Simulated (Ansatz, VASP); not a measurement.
# C in VASP and in Ansatz

Contents of INCAR:

```
SYSTEM = C
PREC = Accurate
ENCUT = 520
EDIFF = 1E-6
ISMEAR = 0
SIGMA = 0.1
LREAL = .FALSE.
LASPH = .TRUE.
NELM = 100
ALGO = Fast
ISIF = 2
LWAVE = .FALSE.
LCHARG = .FALSE.
GGA = PE
NBANDS = 16
```

KPOINTS

```
Automatic mesh
0
G
  18 18 6
  0 0 0
```

The input POSCAR:

```
C
1.0
    1.2280479700     -2.1270618200      0.0000000000
    1.2280479700      2.1270618200      0.0000000000
    0.0000000000      0.0000000000      7.1732677600
C
4
Direct
    0.0833794600      0.9166205400      0.7531376000
    0.5833794600      0.4166205400      0.2468624000
    0.9166205400      0.0833794600      0.2468624000
    0.4166205400      0.5833794600      0.7531376000
```

Input for Ansatz:

```yaml
crystal:
  lattice:
    - [1.22804797, -2.12706182, 0.0]
    - [1.22804797, 2.12706182, 0.0]
    - [0.0, 0.0, 7.17326776]
  atoms:
    - { symbol: C, position: [0.08337946, 0.91662054, 0.7531376] }
    - { symbol: C, position: [0.58337946, 0.41662054, 0.2468624] }
    - { symbol: C, position: [0.91662054, 0.08337946, 0.2468624] }
    - { symbol: C, position: [0.41662054, 0.58337946, 0.7531376] }
basis:
  ecutwfc: 420
kpoints:
  mp_grid: { grid: [18, 18, 6] }
hamiltonian:
  xc: pbe
scf:
  occupations: { method: gaussian, width: 0.1 }
  algorithm: direct_min
output:
  forces: true
  stress: true
  eigenvalues: true
```

Alike in both runs: task single point; functional PBE; k mesh 18 × 18 × 6; occupations gaussian, width 0.1 eV; no spin polarisation.

|  | VASP | Ansatz |
| --- | --- | --- |
| version | VASP 6.6.1 | Ansatz 0.2.0 |
| potentials or method | VASP PAW PBE potentials, release 64 (C) | scalar-relativistic, plane waves, PAW |
| plane-wave cutoff (eV) | 520 | 420 |
| valence electrons in the cell | 16 | 16 |

```tsv
	VASP	Ansatz	Ansatz less VASP
gap on the k mesh at the Fermi level (eV)	0.02	0.02	0.000
least direct gap on the mesh (eV)	0.02	0.02	0.000
pressure (GPa)	4.2	3.7	-0.42
largest component of the traceless stress (GPa)	2.59	2.06	-0.525
rms of the force components (eV/Å)	0.015	0.015	-0.0001
```

Atom by atom the forces differ by 0.000 eV/Å (rms over components).

Caveats: this functional lacks dispersion, which binds the layers, so the pressure and a relaxed spacing across them are unreliable. A k mesh can miss the band edges.
